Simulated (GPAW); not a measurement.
A run of GPAW 26.7.0 is set up as follows.

The input run.py:

```python
from ase import Atoms
from ase.dft.bandgap import bandgap
from ase.io import write
from ase.units import GPa
from gpaw import GPAW, PW

atoms = Atoms(['Pb', 'Se'],
              cell=[[0.0, 3.06065, 3.06065],
                    [3.06065, 0.0, 3.06065],
                    [3.06065, 3.06065, 0.0]],
              scaled_positions=[[0.0, 0.0, 0.0],
                                [0.5, 0.5, 0.5]],
              pbc=True)

calc = GPAW(mode=PW(450),
            xc='LDA',
            kpts={'size': (6, 6, 6), 'gamma': True},
            occupations={'name': 'fermi-dirac', 'width': 0.05},
            nbands=19,
            maxiter=120,
            txt='gpaw.txt')
atoms.calc = calc
energy = atoms.get_potential_energy()
forces = atoms.get_forces()
stress = atoms.get_stress()
calc.write('gs.gpw')
write('result.traj', atoms)
print(f'Energy: {energy:.6f} eV')
print('Forces (eV/A):')
print(forces.round(4))
print('Stress (GPa):', (stress / GPa).round(3))
print('Fermi level:', round(calc.get_fermi_level(), 4), 'eV')
print(f'Gap: {bandgap(calc)[0]:.4f} eV, direct: {bandgap(calc, direct=True)[0]:.4f} eV')
```

Potentials or basis: the program's PAW data sets (release 1.2.1) made for this functional, pw.

Run with:

```bash
$ OMP_NUM_THREADS=1 python run.py
```

(1) What does it give for the pressure?

(2) Estimate the band gap on the k mesh.

Answers

(1) -3.1 GPa.

(2) 0.15 eV, direct.

Caveat: the cutoff is short for stress and forces, so pressures can be off by a GPa or more; spin-orbit coupling is left out, which as a rule narrows the gap of such compounds by several tenths of an eV.

**What was measured.**

From a printed reference work, monograph, for a bulk crystal of PbSe at 300 K: band gap 0.28 eV (direct).

A measured gap of PbSe is 0.28 eV (direct; 300 K; a printed reference work, monograph); the calculated 0.15 eV misses it by -0.13 eV. 2 values of this kind are on record (0.15 to 0.28 eV); this one was drawn at random. Spin-orbit coupling on Pb, Se is left out. The value is that of LDA on a finite k mesh, which can miss the band edges, without temperature or zero-point motion. Semilocal functionals fall short of measured gaps as a rule.
